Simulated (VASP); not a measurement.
Hf: equation of state with PBE+D3(BJ)

Crystal: Hf.

```xyz
2
Lattice="3.1650 0.0000 0.0000 -1.5825 2.7410 0.0000 0.0000 0.0000 5.0079" Properties=species:S:1:pos:R:3 pbc="T T T"
Hf    1.5825    0.9137    3.7559
Hf    0.0000    1.8273    1.2520
```

```json
{
  "Program": "VASP 6.6.1",
  "Task": "equation of state",
  "Functional": "PBE",
  "Dispersion": "D3(BJ)",
  "Potentials or basis": "VASP PAW PBE potentials, release 64 (Hf_pv)",
  "Cutoff": "520 eV",
  "k mesh": "8 × 8 × 4",
  "Occupations": "fermi-dirac, width 0.05 eV",
  "Spin": "no spin polarisation"
}
```

```
Equilibrium volume                        : 21.72 Å³/atom
Bulk modulus at fixed shape and positions : 115 GPa
Pressure derivative of the bulk modulus   : 3.7 (rough: it moves with the points fitted)
```

Energy against volume, from the lowest point:
```tsv
volume (Å³/atom)	energy (meV/atom)
20.854	13.32
21.288	3.22
21.722	0.00
22.157	3.04
22.591	11.78
```

All runs of the series together: 43 s on 1 thread of Intel(R) Xeon(R) Platinum 8488C (Sapphire Rapids), on a shared host.

Caveat: the cell was scaled at fixed shape and fractional positions, which overstates the stiffness of a crystal with free parameters, most of all of layers and chains. Spin-orbit coupling is left out, which matters for the levels of Hf.
